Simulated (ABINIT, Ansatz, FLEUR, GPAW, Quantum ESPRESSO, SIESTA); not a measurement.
# InN (F-43m, 2 atoms in the cell) computed with different codes at matched settings

Self-consistent single point, at a second geometry (lattice scaled by 0.98). First geometry:

```
CELL_PARAMETERS angstrom
      0.00000     2.44413     2.44413
      2.44413     0.00000     2.44413
      2.44413     2.44413     0.00000
ATOMIC_POSITIONS crystal
  In 0.00000 0.00000 0.00000
  N  0.25000 0.25000 0.25000
```

Shared settings, as Ansatz (a quantum-chemistry and plane-wave program) writes them: kpoints.mp_grid.grid = 15 15 15; scf.occupations.method = fermi_dirac; scf.occupations.width = 0.1 eV. Potentials and cutoffs stand in the table.

```
code                                                                                                                                model  ΔF from the first geometry (meV/atom)  pressure (GPa)           cutoff
----------------  -----------------------------------------------------------------------------------------------------------------------  -------------------------------------  --------------  ---------------
Quantum ESPRESSO                                                                           PBE, GBRV 1.5 ultrasoft (PBE) pseudopotentials                                  107.9           25.57            40 Ry
GPAW                                                                                         PBE, GPAW PAW datasets PBE (gpaw-data 1.0.1)                                  108.2               –           950 eV
ABINIT                                                                                                        PBE, PAW (JTH v2.0 PBE PAW)                                  111.1           26.75            26 Ha
FLEUR                                                                        PBE, all-electron FLAPW (FLEUR), scalar-relativistic valence                                  111.6               –  Kmax 4.6 1/bohr
Ansatz                                                                                                             PBE, default PAW files                                  111.9           27.18          default
SIESTA            GGA PBE, numerical atomic orbitals DZP, PseudoDojo PBE standard norm-conserving potentials (rewritten from UPF to PSML)                                  129.2           31.17      grid 300 Ry
```

For Quantum ESPRESSO (by 0.7 GPa) the energy change implies a higher mean pressure, against the two pressures, than for the other programs: a sign of finite-basis (Pulay) stress.

A dash marks a value that a program does not give, or that is left out as unsure.

No clean gap comes from Quantum ESPRESSO, GPAW, ABINIT, Ansatz and SIESTA: levels at the Fermi energy touch, overlap or are partly filled at this smearing.

The spread over the programs that give each value: ΔF from the first geometry within 21.3 meV/atom; pressure within 5.60 GPa.

SIESTA uses small atom-centred bases, whose incompleteness enters pressures, forces and empty levels differently from a plane-wave cutoff. FLEUR treats all electrons, but the usual bases taken here (sphere radii, linearisation, local orbitals, empty states) were not tested for convergence, so the values are no reference for the others. Ansatz's pressure is given at a fixed set of plane waves, as the other plane-wave codes print theirs; with its correction for the finite basis it is 27.61 GPa (the shift of 0.43 GPa shows how far the cutoff is from converged). The pressure of GPAW is left out: its cutoff lies under the one at which its stress was checked. In the pressure, Quantum ESPRESSO (by 1.17) and SIESTA (by 4.42) lie more than 1 GPa from the median of the plane-wave programs.

The starting cell comes from a database of computed structures (which also holds hypothetical and non-ambient phases and stackings), without a prior relaxation at this level. Its lattice was rescaled by a random factor within 2.5 % of one. For this run, on top of that: lattice scaled by 0.98.

Keys are those of Ansatz 0.2.
